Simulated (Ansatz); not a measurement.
The calculation used DFT PBE, scalar-relativistic, plane waves, PAW in Ansatz 0.2.0.

Plane waves to 420 eV, a k mesh through Γ of 9×9×6 on the computed 3-atom cell and Gaussian smearing (0.02 eV); no spin polarisation.

Structure with the computed forces (eV/Å) in the last three columns:

```xyz
3
Lattice="3.6290 0.0000 0.0000 -1.8145 3.1428 0.0000 0.0000 0.0000 5.8706" Properties=species:S:1:pos:R:3:forces:R:3 pbc="T T T" pressure_GPa=-5.38
Sn    0.0000    0.0000    0.0000    0.0000    0.0000    0.0000
S     1.8145    1.0476    1.8764    0.0000    0.0000   -2.1010
S     0.0000    2.0952    3.9941    0.0000    0.0000    2.1010
```

Stress tensor (GPa, compression positive):

```
  0.22   0.00   0.00
  0.00   0.22   0.00
  0.00   0.00 -16.57
```

The smearing is narrow for a metal on this mesh.